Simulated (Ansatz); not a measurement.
Molecular dynamics on a 2×2×2 supercell (16 atoms) of AlAs (F-43m), relaxed with r2SCAN. Forces come from r2SCAN in Ansatz: a Langevin thermostat at fixed volume, 1700 K, steps of 1.5 fs. Computed, non-magnetic; the trajectory is short and the cell small, so nothing here is a converged average.

```yaml
crystal:
  lattice:
    - [0.0, 5.6778503511, 5.6778503511]
    - [5.6778503511, 0.0, 5.6778503511]
    - [5.6778503511, 5.6778503511, 0.0]
  atoms:
    - { symbol: Al, position: [0.0, 0.0, 0.0] }
    - { symbol: As, position: [0.125, 0.125, 0.125] }
    - { symbol: Al, position: [0.0, 0.0, 0.5] }
    - { symbol: As, position: [0.125, 0.125, 0.625] }
    - { symbol: Al, position: [0.0, 0.5, 0.0] }
    - { symbol: As, position: [0.125, 0.625, 0.125] }
    - { symbol: Al, position: [0.0, 0.5, 0.5] }
    - { symbol: As, position: [0.125, 0.625, 0.625] }
    - { symbol: Al, position: [0.5, 0.0, 0.0] }
    - { symbol: As, position: [0.625, 0.125, 0.125] }
    - { symbol: Al, position: [0.5, 0.0, 0.5] }
    - { symbol: As, position: [0.625, 0.125, 0.625] }
    - { symbol: Al, position: [0.5, 0.5, 0.0] }
    - { symbol: As, position: [0.625, 0.625, 0.125] }
    - { symbol: Al, position: [0.5, 0.5, 0.5] }
    - { symbol: As, position: [0.625, 0.625, 0.625] }
kpoints:
  mp_grid: { grid: [2, 2, 2] }
hamiltonian:
  xc: r2scan
scf:
  occupations: { method: fermi_dirac, width: 0.146 }
md:
  ensemble: nvt_langevin
  temperature: 1700
  timestep: 1.5
  n_steps: 40
  initial_velocities: maxwell_boltzmann
  seed: 2758
```

Run as `ansatz run input.yaml --threads 4 --pin off --max-ram 3686MiB --backend cpu --events-out ev --progress --plain --runs-dir out`. It took 6.9 min on 4 threads of Arm Neoverse V1, on a shared host, load about 0.9 per core; peak host memory 2.1 GiB.

Problem. How do temperature and energy develop?

Solution. The temperature starts at 1594 K, is lowest at step 19 (709 K, 28.5 fs) and ends at 1198 K. The thermostat hasn't had time to restore it. The atoms start on their lattice sites with kinetic energy alone, so much of it first passes into potential energy. By the last step the atoms have moved 0.29 Å in the root mean square, the drift of the whole cell taken out, 0.44 Å at most.

| step | t (fs) | T (K) | free energy F from step 0 (meV/atom) | kinetic energy (meV/atom) | largest force (eV/Å) |
| --- | --- | --- | --- | --- | --- |
| 0 | 0 | 1594 | 0.0 | 206.0 | 0.00 |
| 1 | 1.5 | 1570 | 1.0 | 202.9 | 0.23 |
| 2 | 3 | 1567 | 3.8 | 202.5 | 0.47 |
| 3 | 4.5 | 1514 | 8.6 | 195.7 | 0.73 |
| 4 | 6 | 1540 | 15.3 | 199.1 | 0.98 |
| 5 | 7.5 | 1462 | 23.9 | 189.0 | 1.25 |
| 6 | 9 | 1471 | 34.1 | 190.2 | 1.53 |
| 7 | 10.5 | 1426 | 45.9 | 184.4 | 1.82 |
| 8 | 12 | 1249 | 58.4 | 161.5 | 2.06 |
| 9 | 13.5 | 1171 | 70.6 | 151.4 | 2.26 |
| 10 | 15 | 1055 | 82.4 | 136.4 | 2.49 |
| 11 | 16.5 | 935 | 93.9 | 120.8 | 2.70 |
| 12 | 18 | 944 | 104.3 | 122.0 | 2.89 |
| 13 | 19.5 | 977 | 113.7 | 126.3 | 3.05 |
| 14 | 21 | 895 | 122.1 | 115.7 | 3.18 |
| 15 | 22.5 | 725 | 128.9 | 93.7 | 3.29 |
| 16 | 24 | 733 | 133.2 | 94.7 | 3.35 |
| 17 | 25.5 | 740 | 136.0 | 95.7 | 3.35 |
| 18 | 27 | 712 | 136.9 | 92.1 | 3.30 |
| 19 | 28.5 | 709 | 136.4 | 91.7 | 3.17 |
| 20 | 30 | 785 | 135.4 | 101.5 | 2.96 |
| 21 | 31.5 | 879 | 133.6 | 113.6 | 2.89 |
| 22 | 33 | 935 | 131.1 | 120.8 | 2.83 |
| 23 | 34.5 | 1010 | 128.9 | 130.5 | 2.77 |
| 24 | 36 | 1098 | 127.4 | 141.9 | 2.72 |
| 25 | 37.5 | 1054 | 126.5 | 136.2 | 2.64 |
| 26 | 39 | 1100 | 126.2 | 142.2 | 2.56 |
| 27 | 40.5 | 1110 | 126.0 | 143.4 | 2.49 |
| 28 | 42 | 1171 | 125.8 | 151.3 | 2.42 |
| 29 | 43.5 | 1026 | 125.6 | 132.6 | 2.38 |
| 30 | 45 | 1072 | 125.7 | 138.6 | 2.36 |
| 31 | 46.5 | 1060 | 126.2 | 137.0 | 2.34 |
| 32 | 48 | 1142 | 126.9 | 147.6 | 2.34 |
| 33 | 49.5 | 1099 | 127.9 | 142.1 | 2.35 |
| 34 | 51 | 1083 | 129.1 | 140.0 | 2.45 |
| 35 | 52.5 | 1164 | 130.7 | 150.4 | 2.57 |
| 36 | 54 | 1239 | 132.9 | 160.1 | 2.70 |
| 37 | 55.5 | 1165 | 135.5 | 150.6 | 2.79 |
| 38 | 57 | 1170 | 138.6 | 151.2 | 2.86 |
| 39 | 58.5 | 1262 | 142.4 | 163.1 | 2.91 |
| 40 | 60 | 1198 | 147.1 | 154.9 | 2.94 |

Positions (Å) and forces (eV/Å) at step 40:
```
Al  -0.008  -0.062  -0.048    -0.973   0.516   0.662
As   1.356   1.585   1.189     0.275  -0.363  -0.369
Al   3.143   3.019   0.188    -1.063  -0.248  -1.385
As   4.156   4.471   1.821     1.863  -0.994  -2.052
Al   2.652   0.088   2.501     1.014  -0.963   1.437
As   4.252   1.300   4.108    -0.825   0.219   0.245
Al   5.671   2.931   3.022    -0.017  -0.444  -0.342
As   7.043   4.407   4.249     1.761   0.093   0.807
Al  -0.078   2.486   2.852    -0.118   1.493   0.563
As   1.300   4.285   4.191     0.040  -1.237  -0.108
Al   2.752   5.831   3.005     0.043  -0.136   1.546
As   4.433   6.815   4.528    -1.142   1.920  -0.162
Al   2.867   2.910   5.477     0.604  -0.350   0.919
As   4.371   4.189   7.154    -1.151  -0.367  -0.176
Al   5.876   5.708   6.026     0.284  -0.999  -0.453
As   7.242   7.196   7.294    -0.597   1.860  -1.132
```
